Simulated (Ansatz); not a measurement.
# Pb (C2/m) in Ansatz: further runs

The runs below take Pb through band structure, single point, equation of state, with PBEsol, LDA.

Program: Ansatz 0.2.0. These are calculated values, not measurements. Logs are shortened: lines on timing, memory, paths and dates and some standing lists are left out, and cuts for length are marked.

## (1) The structure

Symmetry: C2/m, No. 12, monoclinic system. The conventional cell has a = 6.077 Å, b = 3.501 Å, c = 6.452 Å, α = 90.00°, β = 109.14°, γ = 90.00°. Around Pb (site symmetry m) lie 10 Pb at 3.34 to 3.51 Å.

This isn't the form of Pb at room conditions, which is fcc.

## (2) Band structure, PBEsol

Input file input.yaml:

```yaml
crystal:
  lattice:
    - [3.0386068135, -1.75031996, 0.0]
    - [3.0386068135, 1.75031996, 0.0]
    - [-2.1154626375, 0.0, 6.0952248674]
  atoms:
    - { symbol: Pb, position: [0.90850841, 0.90850841, 0.7262922] }
    - { symbol: Pb, position: [0.09149159, 0.09149159, 0.2737078] }
kpoints:
  mp_grid: { grid: [9, 9, 5] }
  band_path:
    path:
      - [0.0, 0.0, 0.0]
      - [-0.5, -0.5, 0.0]
      - [-0.526282425, -0.526282425, 0.1702002292]
      - [-0.5, -0.5, 0.5]
      - [-0.6857609943, -0.3142390057, 0.5]
    npoints: 6
scf:
  occupations: { method: fermi_dirac, width: 0.05 }
hamiltonian:
  xc: pbesol
  pseudopotentials: { kind: all_electron, lapw: { basis_error: 0.001 } }
output:
  forces: true
  stress: true
  eigenvalues: true
```

Potentials or basis: all-electron LAPW, scalar-relativistic.

Launch:

```
> ansatz run input.yaml --threads 1 --pin off --max-ram 3072MiB --backend cpu --events-out ev --progress --plain --runs-dir out
```

Log:

```text
Warning: RAYON_NUM_THREADS=1 ignored (pool sized by the plan → 1); use --threads N
LAPW: plane waves up to 6.767 Å⁻¹, error target 1.0e-3 eV per atom; small_component_spin mean_spin; Pb in spheres of 1.668 Å, 36 of its electrons in bands, Dirac shells [] (how accurate: hamiltonian.pseudopotentials.lapw.basis_error, Limitations)
Engine: ansatz 0.2.0, x86_64-unknown-linux-gnu
Pseudopotentials: kind: all_electron
Pseudopotential: Pb, LAPW, valence charge 36, lapw/all_electron/scalar/gaussian/Pb, Koelling and Harmon's equation, gaussian nucleus
Functional definition: PBEsol
  exchange = pbesol_x
  correlation = pbesol_c
Crystal: 2 atoms, lattice volume = 64.835 Å³
Basis set: ecut = 174.4420432732786 eV, 337 PW (Γ), exchange–correlation at level 2
Bands: 44, of which v1, the nominal top of the filled ones, is band 36 counted from 1 (35 counted from 0)
Symmetry: 4 space group operations
Space group: C2/m (ITA 12), of the structure as read, at distance tolerance 4.0e-5 Å
k-points: 115 of 405
Non-local potential: Pb, projectors of the file, none
Initial density: superposition of atomic densities (chi_scale 0.1, normalization cell)
Initial wavefunctions: plane waves of lowest kinetic energy (no species holds an atomic orbital)
Functional: x = pbesol(κ = 0.804, μ = 0.12345679012345678), c = pbesol(β = 0.046)
iter 1 solved again at ethr=5.50e-5 eV; its pass at ethr=1.00e-1 eV (dr2=3.96e-2 eV) is discarded
SCF iter   1: F=—  HF=-1135830.220418 eV  |F-HF|=—  |Δ(HF+E_count)|=         —  Δρ=5.05e-3  dr2=3.97e-2  ethr=5.50e-5  ⟨swp⟩=3.1  Hψ=31837  notcnv=0
preconditioner: auto → LDOS  [metal: Δε(μ)=0.011 eV  Ē_g=19.417 eV  σ=0.050 eV  W_gap=0.06  n_scr=28 (ndim 8)  ℏωp=24.4 eV  f_vac=0.109  D(μ)=0.94/eV (n_scr^D=2)  β→1.0]
SCF iter   2: F=—  HF=-1135830.210369 eV  |F-HF|=—  |Δ(HF+E_count)|=   1.00e-2  Δρ=2.98e-3  dr2=2.17e-2  ethr=5.50e-5  ⟨swp⟩=3.0  Hψ=16021  notcnv=0
SCF iter   3: F=—  HF=-1135830.188555 eV  |F-HF|=—  |Δ(HF+E_count)|=   2.18e-2  Δρ=1.12e-3  dr2=3.31e-3  ethr=3.01e-5  ⟨swp⟩=2.5  Hψ=15560  notcnv=0
iter 4 solved again at ethr=1.09e-7 eV; its pass at ethr=4.60e-6 eV (dr2=7.86e-5 eV) is discarded
SCF iter   4: F=—  HF=-1135830.186901 eV  |F-HF|=—  |Δ(HF+E_count)|=   1.65e-3  Δρ=3.52e-4  dr2=7.84e-5  ethr=1.09e-7  ⟨swp⟩=2.0  Hψ=25114  notcnv=0
SCF iter   5: F=—  HF=-1135830.186844 eV  |F-HF|=—  |Δ(HF+E_count)|=   5.72e-5  Δρ=1.01e-4  dr2=9.96e-6  ethr=1.09e-7  ⟨swp⟩=2.0  Hψ=14856  notcnv=0
SCF iter   6: F=—  HF=-1135830.186841 eV  |F-HF|=—  |Δ(HF+E_count)|=   2.42e-6  Δρ=3.74e-5  dr2=7.11e-7  ethr=1.38e-8  ⟨swp⟩=2.0  Hψ=14856  notcnv=0
SCF iter   7: F=-1135830.186842 eV  HF=-1135830.186842 eV  |F-HF|=3.75e-8  |Δ(HF+E_count)|=   5.54e-7  Δρ=8.99e-6  dr2=3.39e-8  ethr=9.88e-10  ⟨swp⟩=2.2  Hψ=14897  notcnv=0
SCF 1 converged in 7 iterations: F = -1135830.186842 eV  dr2 = 3.39e-8
NSCF: frozen V_eff on 25 k-points
SCF converged after 7 iterations
Free energy (F): -1135830.186842 eV
Harris-Foulkes:  -1135830.186842 eV  (|F-HF|=3.75e-8)
Internal energy: -1135830.178811 eV  (E = F + TS)
E sigma→0 (E₀):  -1135830.182827 eV
Entropy (-TS):   -0.008030 eV (-4.015 meV/atom)
Fermi energy:    14.140806 eV
--- Per-component energies (eV) ---
  E_band       = -4493.988217
  E_kinetic    = 1309461.368492
  E_xc         = -20854.773039
  E_electrostatic = -2424436.774264  (all electrons and nuclei)
  E_smearing   = -0.008030  (= −TS)
  E_closure    = 0.000000  (closes the sum)
  E_atoms      = -1135822.357311  (free atoms, spherical and without spin; not in F)
  Σ components = -1135830.186842   (vs F -1135830.186842, Δ=0.00e0)
  Basis errors (estimates in eV, not in F): energy 2.6e-4 per atom: plane waves 2.6e-4 (1.4e-4 summed), levels above the bands 1.9e-89, relativity 1.6e-8, radial functions 4.1e-6, core shells 5.4e-9; eigenvalues (radial functions only) 4.8e-6; not estimated: angular momenta, meshes, grids; target (lapw.basis_error) 1.0e-3; muffin-tin radii Pb 1.668 Å
--- Forces (eV/Å), atoms counted from 1 ---
  atom   1  Pb     0.02680854     0.00000000    -0.13407790
  atom   2  Pb    -0.02680854     0.00000000     0.13407790
  max |Σ_I F_I| component: 0.00e0 eV/Å
--- Stress (GPa, compression-positive) ---
       -1.740166       0.000000       0.000285
        0.000000      -1.734412       0.000000
        0.000285       0.000000      -1.830495
  P = ⅓ Tr σ = -1.7684 GPa (-17.684 kbar)
--- Band table (eV; the first three rows and the last of 115) ---
  k-point 0: bands = ["-125.4178", "-125.4177", "-114.4726", "-114.4726", "-114.4726", "-114.4726", "-114.4725", "-114.4725", "-114.4725", "-114.4725", "-114.4724", "-114.4724", "-114.4723", "-114.4723", "-114.4722", "-114.4722", "-67.2035", "-67.1994", "-67.1966", "-67.1966", "-67.1963", "-67.1962", "-2.8916", "-2.7724", "-2.7721", "-2.7696", "-2.7683", "-2.7537", "-2.6361", "-2.6273", "-2.5922", "-2.5837", "2.7012", "5.7883", "10.1711", "20.3863", "20.5893", "20.6423", "20.6931", "20.8076", "23.3969", "23.4183", "24.1597", "24.7347"]
  k-point 1: bands = ["-125.4177", "-125.4177", "-114.4726", "-114.4726", "-114.4726", "-114.4726", "-114.4725", "-114.4725", "-114.4725", "-114.4725", "-114.4724", "-114.4724", "-114.4723", "-114.4723", "-114.4722", "-114.4722", "-67.2031", "-67.1998", "-67.1967", "-67.1966", "-67.1962", "-67.1962", "-2.9012", "-2.7791", "-2.7758", "-2.7676", "-2.7645", "-2.7399", "-2.6592", "-2.6518", "-2.5646", "-2.5576", "2.8450", "5.2744", "11.0678", "18.4822", "20.1250", "20.1476", "21.2594", "21.3571", "23.3104", "23.8159", "24.1745", "25.8101"]
  k-point 2: bands = ["-125.4177", "-125.4177", "-114.4726", "-114.4726", "-114.4726", "-114.4726", "-114.4725", "-114.4725", "-114.4725", "-114.4725", "-114.4724", "-114.4724", "-114.4723", "-114.4723", "-114.4722", "-114.4722", "-67.2021", "-67.2007", "-67.1967", "-67.1967", "-67.1962", "-67.1961", "-2.9138", "-2.7796", "-2.7765", "-2.7726", "-2.7694", "-2.7199", "-2.6786", "-2.6701", "-2.5395", "-2.5316", "3.2089", "4.4611", "13.0560", "15.7416", "19.8117", "19.8538", "21.6755", "21.8148", "23.2993", "23.6094", "24.5073", "25.7421"]
  k-point 114: bands = ["-125.4177", "-125.4177", "-114.4726", "-114.4726", "-114.4726", "-114.4726", "-114.4725", "-114.4725", "-114.4725", "-114.4725", "-114.4724", "-114.4724", "-114.4723", "-114.4723", "-114.4722", "-114.4722", "-67.2026", "-67.2001", "-67.1987", "-67.1984", "-67.1975", "-67.1970", "-2.8818", "-2.8449", "-2.8039", "-2.7780", "-2.7238", "-2.6242", "-2.5971", "-2.5429", "-2.5210", "-2.4777", "6.0051", "7.6075", "10.7459", "12.0958", "14.3666", "15.7701", "16.9930", "17.8519", "21.3372", "22.8084", "23.1454", "25.3399"]
```

Run time: 28 s. Hardware: 1 thread of AMD EPYC 7R43 (Zen 3), shared host; peak memory 0.53 GiB.

What came out:

* Free energy: -1135830.1868 eV
* Pressure: -1.8 GPa
* Largest force: 0.137 eV/Å
* Band gap along the path: none (metal or under the smearing width)

Forces in eV/Å, atoms in the order of the input:
```
Pb   0.027  0.000 -0.134
Pb  -0.027  0.000  0.134
```

Levels at the corners of the path, in eV from the Fermi level:
```csv
point,band 34,band 35,band 36,band 37,band 38,band 39
Γ,-8.35,-3.97,6.25,6.45,6.50,6.55
Y,-7.57,-3.17,-2.78,1.97,2.41,2.84
F,-7.33,-3.51,-2.16,1.21,2.53,3.61
L,-6.53,-3.51,-2.33,0.15,3.11,3.36
I,-6.75,-2.15,-2.06,-0.96,0.07,1.91
```

Caveat: spin-orbit coupling is left out, which moves the levels of the heavy elements.

## (3) Single point, LDA, 30.47 Å³/atom (volume scaled by 0.94)

Input file input.yaml:

```yaml
crystal:
  lattice:
    - [2.9765770244, -1.7145891186, 0.0]
    - [2.9765770244, 1.7145891186, 0.0]
    - [-2.0722778132, 0.0, 5.9707976096]
  atoms:
    - { symbol: Pb, position: [0.90850841, 0.90850841, 0.7262922] }
    - { symbol: Pb, position: [0.09149159, 0.09149159, 0.2737078] }
kpoints:
  mp_grid: { grid: [9, 9, 5] }
scf:
  occupations: { method: fermi_dirac, width: 0.05 }
hamiltonian:
  xc: lda
  pseudopotentials: { kind: all_electron, lapw: { basis_error: 0.001 } }
output:
  forces: true
  stress: true
  eigenvalues: true
```

Potentials or basis: all-electron LAPW, scalar-relativistic.

Launch:

```
> ansatz run input.yaml --threads 1 --pin off --max-ram 3072MiB --backend cpu --events-out ev --progress --plain --runs-dir out
```

Wall time 24 s (1 thread of Intel Xeon Platinum 8488C (Sapphire Rapids), shared host); peak memory 0.5 GiB.

Results (log left out):

| Property | Result |
| --- | --- |
| Free energy | -1135525.4076 eV |
| Pressure | -0.7 GPa |
| Largest force | 0.068 eV/Å |
| Band gap on the k mesh | none (metal or under the smearing width) |

## (4) Single point, LDA, 31.12 Å³/atom (volume scaled by 0.96)

input.yaml, as its differences from that of step 3:

```diff
@@ -2,5 +2,5 @@
   lattice:
-    - [2.9765770244, -1.7145891186, 0.0]
-    - [2.9765770244, 1.7145891186, 0.0]
-    - [-2.0722778132, 0.0, 5.9707976096]
+    - [2.997539525, -1.7266640877, 0.0]
+    - [2.997539525, 1.7266640877, 0.0]
+    - [-2.0868717998, 0.0, 6.0128468655]
   atoms:
```

Launch:

```
> ansatz run input.yaml --threads 1 --pin off --max-ram 3072MiB --backend cpu --events-out ev --progress --plain --runs-dir out
```

Run time: 24 s. Hardware: 1 thread of Intel Xeon Platinum 8488C (Sapphire Rapids), shared host; peak memory 0.5 GiB.

It converged, with:

```yaml
Free_energy: -1135525.3982 eV
Pressure: -1.6 GPa
Largest_force: 0.107 eV/Å
Band_gap_on_the_k_mesh: none (metal or under the smearing width)
```

## (5) Single point, LDA, 31.77 Å³/atom (volume scaled by 0.98)

input.yaml, as its differences from that of step 4:

```diff
@@ -2,5 +2,5 @@
   lattice:
-    - [2.997539525, -1.7266640877, 0.0]
-    - [2.997539525, 1.7266640877, 0.0]
-    - [-2.0868717998, 0.0, 6.0128468655]
+    - [3.0182128647, -1.7385724922, 0.0]
+    - [3.0182128647, 1.7385724922, 0.0]
+    - [-2.1012644739, 0.0, 6.0543160853]
   atoms:
```

Launch:

```
> ansatz run input.yaml --threads 1 --pin off --max-ram 3072MiB --backend cpu --events-out ev --progress --plain --runs-dir out
```

It took 24 s on 1 thread of Intel Xeon Platinum 8488C (Sapphire Rapids), shared host; peak memory 0.5 GiB.

The run converged. Its results:

```yaml
Free_energy: -1135525.3816 eV
Pressure: -2.4 GPa
Largest_force: 0.143 eV/Å
Band_gap_on_the_k_mesh: none (metal or under the smearing width)
```

## (6) Single point, LDA, 32.42 Å³/atom

input.yaml, as its differences from that of step 5:

```diff
@@ -2,5 +2,5 @@
   lattice:
-    - [3.0182128647, -1.7385724922, 0.0]
-    - [3.0182128647, 1.7385724922, 0.0]
-    - [-2.1012644739, 0.0, 6.0543160853]
+    - [3.0386068135, -1.75031996, 0.0]
+    - [3.0386068135, 1.75031996, 0.0]
+    - [-2.1154626375, 0.0, 6.0952248674]
   atoms:
```

Potentials or basis: all-electron LAPW, scalar-relativistic.

Launch:

```
> ansatz run input.yaml --threads 1 --pin off --max-ram 3072MiB --backend cpu --events-out ev --progress --plain --runs-dir out
```

It took 24 s on 1 thread of Intel Xeon Platinum 8488C (Sapphire Rapids), shared host; peak memory 0.5 GiB.

Results (log left out):

```yaml
Free_energy: -1135525.3588 eV
Pressure: -3.2 GPa
Largest_force: 0.177 eV/Å
Band_gap_on_the_k_mesh: none (metal or under the smearing width)
```

## (7) Single point, LDA, 33.07 Å³/atom (volume scaled by 1.02)

input.yaml, as its differences from that of step 6:

```diff
@@ -2,5 +2,5 @@
   lattice:
-    - [3.0386068135, -1.75031996, 0.0]
-    - [3.0386068135, 1.75031996, 0.0]
-    - [-2.1154626375, 0.0, 6.0952248674]
+    - [3.0587306239, -1.7619118207, 0.0]
+    - [3.0587306239, 1.7619118207, 0.0]
+    - [-2.1294727321, 0.0, 6.1355917714]
   atoms:
```

Launch:

```
> ansatz run input.yaml --threads 1 --pin off --max-ram 3072MiB --backend cpu --events-out ev --progress --plain --runs-dir out
```

Run time: 24 s. Hardware: 1 thread of Intel Xeon Platinum 8488C (Sapphire Rapids), shared host; peak memory 0.5 GiB.

Results (log left out):

- Free energy: -1135525.3304 eV
- Pressure: -3.8 GPa
- Largest force: 0.208 eV/Å
- Band gap on the k mesh: none (metal or under the smearing width)

## (8) Single point, LDA, 33.71 Å³/atom (volume scaled by 1.04)

input.yaml, as its differences from that of step 7:

```diff
@@ -2,5 +2,5 @@
   lattice:
-    - [3.0587306239, -1.7619118207, 0.0]
-    - [3.0587306239, 1.7619118207, 0.0]
-    - [-2.1294727321, 0.0, 6.1355917714]
+    - [3.0785930676, -1.7733531272, 0.0]
+    - [3.0785930676, 1.7733531272, 0.0]
+    - [-2.1433008646, 0.0, 6.1754343928]
   atoms:
```

Launch:

```
> ansatz run input.yaml --threads 1 --pin off --max-ram 3072MiB --backend cpu --events-out ev --progress --plain --runs-dir out
```

It took 24 s on 1 thread of Intel Xeon Platinum 8488C (Sapphire Rapids), shared host; peak memory 0.5 GiB.

Results (log left out):

- Free energy: -1135525.2971 eV
- Pressure: -4.4 GPa
- Largest force: 0.237 eV/Å
- Band gap on the k mesh: none (metal or under the smearing width)

## (9) Single point, LDA, 34.36 Å³/atom (volume scaled by 1.06)

input.yaml, as its differences from that of step 8:

```diff
@@ -2,5 +2,5 @@
   lattice:
-    - [3.0785930676, -1.7733531272, 0.0]
-    - [3.0785930676, 1.7733531272, 0.0]
-    - [-2.1433008646, 0.0, 6.1754343928]
+    - [3.0982024693, -1.7846486746, 0.0]
+    - [3.0982024693, 1.7846486746, 0.0]
+    - [-2.1569528306, 0.0, 6.2147694303]
   atoms:
```

Potentials or basis: all-electron LAPW, scalar-relativistic.

Launch:

```
> ansatz run input.yaml --threads 1 --pin off --max-ram 3072MiB --backend cpu --events-out ev --progress --plain --runs-dir out
```

Run time: 23 s. Hardware: 1 thread of Intel Xeon Platinum 8488C (Sapphire Rapids), shared host; peak memory 0.5 GiB.

Results (log left out):

```
Free energy            : -1135525.2596 eV
Pressure               : -4.9 GPa
Largest force          : 0.263 eV/Å
Band gap on the k mesh : none (metal or under the smearing width)
```

## (10) Equation of state, LDA

This step only gathers the single runs of the series.

Results:

- Equilibrium volume: 30.05 Å³/atom (rough: see the caveat)
- Bulk modulus at fixed shape and positions: 50 GPa (rough)

Energy against volume, from the lowest point:
```tsv
volume (Å³/atom)	energy (meV/atom)
30.473	0.00
31.121	4.72
31.769	12.99
32.418	24.41
33.066	38.60
33.714	55.23
34.363	73.99
```

Caveat: the minimum lies outside the volumes run; the cell was scaled at fixed shape and fractional positions, which overstates the stiffness of a crystal with free parameters, most of all of layers and chains.
